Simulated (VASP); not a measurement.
Wanted: the native input for a VASP 6.6.1 run.

```
Task                   : single point
Functional             : PBE
Dispersion             : D3(BJ)
Potentials or basis    : VASP PAW PBE potentials, release 64 (O)
Cutoff                 : 520 eV
k mesh                 : 1 × 1 × 1
Occupations            : fermi-dirac, width 0.05 eV
Spin                   : collinear spin, typed start
Starting moments       : [1.0, 1.0, 1.0, 1.0, 1.0, 1.0, 1.0, 1.0, 1.0, 1.0, 1.0, 1.0] μB
Dipole correction      : no
Further INCAR settings : ALGO = Fast; EDIFF = 1e-06; NBANDS = 52
```

The structure of O lies in POSCAR:

```
O
1.0
    6.3313630000      0.0000000000      0.0000000000
    0.0000000000      6.3313630000      0.0000000000
    0.0000000000      0.0000000000      6.3313630000
O
12
Direct
    0.1055538910     -0.0030167280      0.7544031198
    0.0906597837     -0.0709325938      0.5737627111
    0.6495125931      0.5368986109      0.4085850077
    0.5033671265      0.6443478284      0.3228846616
    0.2110446045      0.3994874405      0.5837131752
    0.2765439290      0.5405944976      0.6968957553
    0.8594515904      0.1687156462      0.1765180736
    0.6954584661      0.0784507222      0.2294292714
    0.5139177773      0.1033426768      0.7720612449
    0.6201824157     -0.0212434511      0.6749257624
    0.9546759521      0.6723038941      1.0461412495
    0.8807582190      0.5670185077      0.9009592405
```

The cell was built by a generator and needn't be a form met in nature.

These files were run (other wordings do the same):

INCAR

```
PREC     = Accurate       # precision mode
ENCUT    = 520            # plane-wave cutoff, eV
EDIFF    = 1E-6           # SCF threshold, eV
ISMEAR   = -1             # smearing method
SIGMA    = 0.05           # smearing width, eV
LREAL    = F              # projectors in reciprocal space
LASPH    = T              # aspherical terms in the spheres
NELM     = 150            # most SCF steps
ALGO     = Fast           # electronic algorithm
ISIF     = 2              # what is computed and relaxed
LWAVE    = F              # write WAVECAR
LCHARG   = F              # write CHGCAR
ISPIN    = 2              # spin polarisation
MAGMOM   = 1 1 1 1 1 1 1 1 1 1 1 1 # initial moments
LORBIT   = 11             # projections on sites
GGA      = PE             # functional
IVDW     = 12             # dispersion correction
NBANDS   = 52             # bands
```

KPOINTS

```
regular mesh
0
Gamma
  1 1 1
```

Potentials or basis: VASP PAW PBE potentials, release 64 (O).

Launch:

```sh
$ cat potpaw_PBE.64/O/POTCAR > POTCAR
$ mpirun -np 1 vasp_gam > vasp.out
```

It gave:

```
Pressure                                              : 1.0 GPa
Largest force                                         : 2.377 eV/Å
Band gap on the k mesh                                : 1.48 eV, direct
Net moment                                            : 12.00 μB per cell
Site moments                                          : O +0.82, +0.81 μB
Valence electrons inside the program's atomic spheres : O 4.90, 4.84, 4.91, 4.92, 4.89, 4.93
Dispersion energy per atom                            : -0.037 eV
```

Caveat: the standard files for N, O and F lose accuracy on very short bonds.

Wall time 22 s on 1 thread of Intel(R) Xeon(R) 6975P-C (Granite Rapids), with other jobs on the host, peak memory 0.37 GiB.
